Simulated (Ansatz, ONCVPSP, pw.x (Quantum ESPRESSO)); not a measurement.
# pw.x on bcc Tc: one setting changed

Potential: optimised norm-conserving Vanderbilt (ONCV), ONCVPSP 4.0.1, PBEsol; core [Ar] 3d10, reference 4s2 4p6 4d5 5s2; waves: 4s+5s: rc 1.65 bohr, ncon 4, nbas 7, qcut 6.8 1/bohr, 2 projectors; 4p: rc 1.55 bohr, ncon 4, nbas 9, qcut 7.2 1/bohr, 2 projectors, debl 3.1 Ha; 4d: rc 2.35 bohr, ncon 4, nbas 8, qcut 7.8 1/bohr, 1 projector; local part: polynomial inside 1.55 bohr (lpopt 5, dvloc0 6 Ha); core correction: Teter function, fcfact 6, rcfact 1.75.

The reference run (k-mesh 15³, cutoffs 55/220 Ry, Fermi–Dirac 0.01 Ry, mixing_beta 0.4, conv_thr 1e-9, no spin) gives 3.42 GPa at 14.204 Å³/atom, where all-electron LAPW gives 0.02 GPa. This run, with its own iteration cap, changes nspin = 2 with starting_magnetization to 0.2.

```
&control
  calculation='scf', prefix='x', pseudo_dir='./', outdir='./tmp', tstress=.true., disk_io='none'
/
&system
  ibrav=0, nat=1, ntyp=1, ecutwfc=55, ecutrho=220, nbnd=15,
  occupations='smearing', smearing='fd', degauss=0.01, nspin=2, starting_magnetization(1)=0.2
/
&electrons
  conv_thr=1e-09, mixing_beta=0.4, electron_maxstep=60
/
ATOMIC_SPECIES
Tc 1.0 Tc.UPF
CELL_PARAMETERS angstrom
  -1.52563353 1.52563353 1.52563353
  1.52563353 -1.52563353 1.52563353
  1.52563353 1.52563353 -1.52563353
ATOMIC_POSITIONS crystal
Tc 0.0000 0.0000 0.0000
K_POINTS automatic
15 15 15 0 0 0
```

```bash
pw.x < Tc.scf.in > Tc.scf.out
```

Q: How does the run end?

A: It converges in 9 iterations; the free energy moves by +0.0 meV/atom and the pressure by -0.02 GPa. The result is that of the reference run.

```
Message from routine setup:
     using ibrav=0 with symmetry is DISCOURAGED, use correct ibrav instead
     lattice parameter (alat)  =       4.9936  a.u.
     unit-cell volume          =      95.8533 (a.u.)^3
     number of electrons       =        15.00
     number of Kohn-Sham states=           15
     kinetic-energy cutoff     =      55.0000  Ry
     charge density cutoff     =     220.0000  Ry
     scf convergence threshold =      1.0E-09
     Exchange-correlation= PBESOL
     atomic species   magnetization
     number of k points=   120  Fermi-Dirac smearing, width (Ry)=  0.0100
     iteration #  1     ecut=    55.00 Ry     beta= 0.40
     total energy              =    -186.75870112 Ry
     estimated scf accuracy    <       0.08089634 Ry
     total magnetization       =     0.91 Bohr mag/cell
     absolute magnetization    =     0.91 Bohr mag/cell
     iteration #  2     ecut=    55.00 Ry     beta= 0.40
     total energy              =    -186.77993760 Ry
     estimated scf accuracy    <       0.02544603 Ry
     total magnetization       =     0.76 Bohr mag/cell
     absolute magnetization    =     0.76 Bohr mag/cell
     iteration #  3     ecut=    55.00 Ry     beta= 0.40
     total energy              =    -186.78720044 Ry
     estimated scf accuracy    <       0.00460876 Ry
     total magnetization       =     0.48 Bohr mag/cell
     absolute magnetization    =     0.48 Bohr mag/cell
     [... 3 iterations left out ...]
     iteration #  7     ecut=    55.00 Ry     beta= 0.40
     total energy              =    -186.79081030 Ry
     estimated scf accuracy    <       0.00000020 Ry
     total magnetization       =     0.00 Bohr mag/cell
     absolute magnetization    =     0.00 Bohr mag/cell
     iteration #  8     ecut=    55.00 Ry     beta= 0.40
     total energy              =    -186.79081046 Ry
     estimated scf accuracy    <       0.00000002 Ry
     total magnetization       =     0.00 Bohr mag/cell
     absolute magnetization    =     0.00 Bohr mag/cell
     iteration #  9     ecut=    55.00 Ry     beta= 0.40
     the Fermi energy is    23.3075 ev
!    total energy              =    -186.79081047 Ry
     estimated scf accuracy    <          8.8E-10 Ry
     smearing contrib. (-TS)   =      -0.00639002 Ry
     The total energy is F=E-TS. E is the sum of the following terms:
     one-electron contribution =     -19.88054478 Ry
     hartree contribution      =      22.17657133 Ry
     xc contribution           =     -47.07227197 Ry
     ewald contribution        =    -142.00817503 Ry
     total magnetization       =     0.00 Bohr mag/cell
     absolute magnetization    =     0.00 Bohr mag/cell
     convergence has been achieved in   9 iterations
          total   stress  (Ry/bohr**3)                   (kbar)     P=       34.01
     Message from routine punch:
     Nothing written, as per user request (disk_io='none')
```

The run took about 14 s on one core of a shared server CPU.
